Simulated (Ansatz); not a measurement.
Crystal: Sb.

```
CELL_PARAMETERS angstrom
3.35453 0.00000 0.00000
-1.67727 2.90511 0.00000
0.00000 0.00000 5.47016
ATOMIC_POSITIONS crystal
Sb 0.66667 0.33333 0.75000
Sb 0.33333 0.66667 0.25000
```

This isn't the form of Sb at room conditions, which is rhombohedral.

Base run:

* Program: Ansatz 0.2.0
* Functional: BLYP
* Potentials or basis: Ansatz PAW
* Cutoff: 420 eV
* Density cutoff: 1680 eV
* k mesh: 9 × 9 × 5
* Occupations: fermi-dirac, width 0.05 eV
* Spin: no spin polarisation

Its results: band gap on the k mesh none (metal or under the smearing width); pressure 7.3 GPa.

Task: The run is repeated on the same cell with these changes: functional from BLYP to LDA. What comes out?

Result: Band gap on the k mesh none (metal or under the smearing width); pressure -2.7 GPa.

LDA binds more tightly than BLYP, so the same cell stands under less pressure.

Caveats: the PAW data sets come from PBE, with cores solved anew for the run's functional, which leaves a small shift of forces and pressure; the potentials were made for another functional, which shifts forces and pressure (some runs).

Not every run made on this cell is shown here.
